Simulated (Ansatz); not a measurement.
The system is Mo.

```
Mo
1.0
    -1.58381    1.58381    1.58381
     1.58381   -1.58381    1.58381
     1.58381    1.58381   -1.58381
Mo
1
Direct
  0.00000 0.00000 0.00000
```

| Quantity | Value |
| --- | --- |
| Program | Ansatz 0.2.0 |
| Task | relaxation of cell and atoms |
| Functional | RPBE |
| Dispersion | D4 |
| Potentials or basis | all-electron LAPW, scalar-relativistic |
| Basis error allowed | 0.001 eV/atom |
| k mesh | 12 × 12 × 12 |
| Occupations | fermi-dirac, width 0.05 eV |
| Spin | no spin polarisation |

At the start: volume 15.89 Å³/atom.

Where does the relaxation end?

Over 4 steps the energy falls by 15.8 meV/atom and the volume is 15.35 Å³/atom (-3.4 %); space group Im-3m (No. 229, to 0.05 Å).

The path:
```csv
step,energy change (eV),largest force (eV/Å),volume (Å³)
1,0.0000,0.0000,15.89
2,-0.0156,0.0000,15.41
3,-0.0158,0.0000,15.35
4,-0.0158,0.0000,15.35
```

Final structure:
```cif
data_structure
_symmetry_space_group_name_H-M 'P 1'
_symmetry_Int_Tables_number 1
_cell_length_a 2.7114
_cell_length_b 2.7114
_cell_length_c 2.7114
_cell_angle_alpha 109.471
_cell_angle_beta 109.471
_cell_angle_gamma 109.471
_cell_volume 15.35
loop_
_atom_site_label
_atom_site_type_symbol
_atom_site_fract_x
_atom_site_fract_y
_atom_site_fract_z
_atom_site_occupancy
Mo1 Mo 0.00000 0.00000 0.00000 1
```
